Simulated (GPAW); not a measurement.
The system is SnTe.

```
Te Sn
1.0
     0.00000    3.15085    3.15085
     3.15085    0.00000    3.15085
     3.15085    3.15085    0.00000
Te Sn
1 1
Direct
  0.50000 0.50000 0.50000
  0.00000 0.00000 0.00000
```

Program: GPAW 26.7.0. Alike in all runs: task band structure; cell as given; cutoff (eV) 600; smearing fermi-dirac 0.05 eV.

Task: Order these runs on this cell by their pressure, lowest first.
A. level r2SCAN; potentials or basis GPAW PAW data sets (gpaw-data 1.2.1), pw; spin off; k mesh 7 × 7 × 7; band points 80
B. level LDA; potentials or basis the program's PAW data sets (release 1.2.1) made for this functional, pw; spin SOC, no magnetisation; k mesh 6 × 6 × 6; band points 100; spin axis theta (degrees) 90; spin axis phi (degrees) 45; soc after scf second variation
C. level RPBE; potentials or basis the program's PAW data sets (release 1.2.1) made for this functional, pw; spin SOC, no magnetisation; k mesh 6 × 6 × 6; band points 80; spin axis theta (degrees) 90; spin axis phi (degrees) 0; soc after scf second variation

Result: B (-1.8 GPa), A (1.3 GPa), C (3.5 GPa).

Caveats: spin-orbit coupling was added after a scalar SCF, so levels and gaps hold it while energy, forces, pressure and moments don't (some runs); the PAW data sets were made with another functional, which shifts forces and pressure a little (some runs).

Runs at the PBE level aren't shown here.
